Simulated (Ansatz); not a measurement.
## Zr: electron density at the nuclei under pressure

```xyz
1
Lattice="0.0000 2.2550 2.2550 2.2550 0.0000 2.2550 2.2550 2.2550 0.0000" Properties=species:S:1:pos:R:3 pbc="T T T"
Zr    0.0000    0.0000    0.0000
```

The cell is COD entry 1534901, as deposited and not checked against the literature; nothing was relaxed.

Computed with DFT, PBE, all-electron PAW with datasets made for the crystal, scalar-relativistic in Ansatz 0.2.0.

The runs use a Γ-centred 16×16×16 k mesh, Fermi–Dirac smearing of 0.05 eV, cutoff 240 eV (chosen by the program for this cell), no spin polarisation.

The contact density is the mean electron density over the nuclear volume; its changes follow the s electrons' response to bonding and compression. Changes below are taken from the unscaled cell, where it is 490604 e/Å³ at Zr.

```json
{"V/V(cell)": "0.9600", "P (GPa)": "5.1", "Δρ(0) Zr (e/Å³)": "?"}
{"V/V(cell)": "1.0000", "P (GPa)": "1.1", "Δρ(0) Zr (e/Å³)": "0.00"}
{"V/V(cell)": "1.0400", "P (GPa)": "-2.4", "Δρ(0) Zr (e/Å³)": "?"}
```

Problem. What belongs in the row "0.9600", column "Δρ(0) Zr (e/Å³)"?

Solution. 1.22.

Problem. Fill in "Δρ(0) Zr (e/Å³)" for the row "1.0400".

Solution. -1.15.

The datasets are made afresh for each cell, so very small changes are uncertain.
